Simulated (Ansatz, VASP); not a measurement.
## Ba in VASP and in Ansatz

INCAR

```
SYSTEM = Ba
PREC = Accurate
ENCUT = 520
EDIFF = 1E-7
ISMEAR = -1
SIGMA = 0.05
LREAL = .False.
LASPH = .True.
NELM = 80
ALGO = Normal
ISIF = 2
LWAVE = .False.
LCHARG = .False.
GGA = PE
NBANDS = 11
```

KPOINTS

```
Automatic mesh
0
Gamma
  7 7 7
  0 0 0
```

Contents of POSCAR:

```
Ba
1.0
    3.9996500000      0.0000000000      0.0000000000
    0.0000000000      3.9996500000      0.0000000000
    0.0000000000      0.0000000000      3.6055390000
Ba
1
Direct
    0.5000000000      0.5000000000      0.5000000000
```

File input.yaml:

```yaml
crystal:
  lattice:
    - [3.99965, 0.0, 0.0]
    - [0.0, 3.99965, 0.0]
    - [0.0, 0.0, 3.605539]
  atoms:
    - { symbol: Ba, position: [0.5, 0.5, 0.5] }
hamiltonian:
  xc: pbe
  pseudopotentials: { kind: paw }
kpoints:
  mp_grid: { grid: [7, 7, 7] }
scf:
  occupations: { method: fermi_dirac, width: 0.05 }
output:
  forces: true
  stress: true
  eigenvalues: true
  write_density: true
  write_potential: true
  elf: true
  volumetric_format: npy
```

This isn't the form of Ba at room conditions, which is bcc.

Alike in both runs: task single point; functional PBE; k mesh 7 × 7 × 7; occupations fermi-dirac, width 0.05 eV; no spin polarisation.

|  | VASP | Ansatz |
| --- | --- | --- |
| version | VASP 6.6.1 | Ansatz 0.2.0 |
| potentials or method | VASP PAW PBE potentials, release 64 (Ba_sv) | Ansatz PAW |
| plane-wave cutoff (eV) | 520 | 420 |
| valence electrons in the cell | 10 | 10 |

```tsv
	VASP	Ansatz	Ansatz less VASP
gap on the k mesh at the Fermi level (eV)	none	none	-
pressure (GPa)	0.8	0.6	-0.19
largest component of the traceless stress (GPa)	2.87	2.75	-0.112
```

A gap of «none» marks a metal or a gap that the smearing closes. With one functional, cell and mesh, what is left measures potentials, basis and numerics.

Spin-orbit coupling is left out, which matters for the levels of Ba.
